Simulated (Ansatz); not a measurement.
GeS at a changed volume: 33S NMR of the central transition

Cell: a COD entry, relaxed with PBE at fixed cell and then changed (volume scaled by 1.02, ions relaxed).

Space group Pnma (No. 62); a = 10.5393, b = 3.6651, c = 4.3255 Å.

| site | Wyckoff | site symmetry | x | y | z |
| --- | --- | --- | --- | --- | --- |
| Ge | 4c | .m. | 0.6219 | 0.2500 | 0.3684 |
| S | 4c | .m. | 0.8499 | 0.2500 | 0.4965 |

One atom of each set is listed.

All values are calculated (Ansatz; DFT, PBE, plane waves and PAW, scalar-relativistic, 420 eV cutoff, Γ-centred 5×12×10 k-points, Fermi–Dirac smearing 0.02 eV), not measured.

33S has I = 3/2 and Q = -69.40 mb (Pyykkö 2018); at 14.1 T its Larmor frequency is ν₀ = 46.1 MHz. Only the quadrupole interaction is simulated: positions count from each site's isotropic chemical shift, and shift anisotropy, dipolar and J coupling are left out.

**Question.** Simulate the second-order pattern (static powder, Gaussian broadening 6 kHz) of site S (3 Ge at 2.46–2.47 Å; also 3 Ge at 3.27–3.29 Å).

**Answer.** The calculation gives C_Q = 8.98 MHz and η = 0.01, so ν_Q = 4.49 MHz and the centre of gravity lies at -947 ppm (-43.7 kHz).

(offset (kHz), height): (-162.4, 0), (-155.7, 0), (-149.0, 36), (-142.4, 100), (-135.7, 63), (-129.0, 47), (-122.4, 40), (-115.7, 35), (-109.0, 32), (-102.4, 30), (-95.7, 28), (-89.0, 27), (-82.4, 26), (-75.7, 25), (-69.0, 24), (-62.4, 24), (-55.7, 23), (-49.1, 23), (-42.4, 23), (-35.7, 22), (-29.1, 22), (-22.4, 22), (-15.7, 22), (-9.1, 22), (-2.4, 21), (4.3, 18), (10.9, 18), (17.6, 18), (24.3, 19), (30.9, 20), (37.6, 21), (44.3, 23), (50.9, 25), (57.6, 27), (64.3, 32), (70.9, 41), (77.6, 69), (84.3, 36), (90.9, 0), (97.6, 0)

At S V_zz stands upright on the plane through its three neighbours (within 11°).
